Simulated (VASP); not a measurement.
The system is KI.

```
I K
1.0
     0.00000    3.53277    3.53277
     3.53277    0.00000    3.53277
     3.53277    3.53277    0.00000
I K
1 1
Direct
  0.50000 0.50000 0.50000
  0.00000 0.00000 0.00000
```

Base run:

| Property | Result |
| --- | --- |
| Program | VASP 6.6.1 |
| Functional | PBE0(alpha) |
| Potentials or basis | VASP PAW PBE potentials, release 64 (I, K_sv) |
| Cutoff | 520 eV |
| k mesh | 4 × 4 × 4 |
| Occupations | fermi-dirac, width 0.05 eV |
| Spin | no spin polarisation |

Its results: band gap on the k mesh 5.65 eV, direct; pressure 0.4 GPa.

Problem. The run is repeated on the same cell with these changes: share of exact exchange from 0.25 to 0.4. What comes out?

Solution. Band gap on the k mesh 6.69 eV, direct; pressure 0.2 GPa.

Caveats: the PAW data sets were made with another functional, which shifts forces and pressure a little; spin-orbit coupling is left out, which moves the levels of the heavy elements.

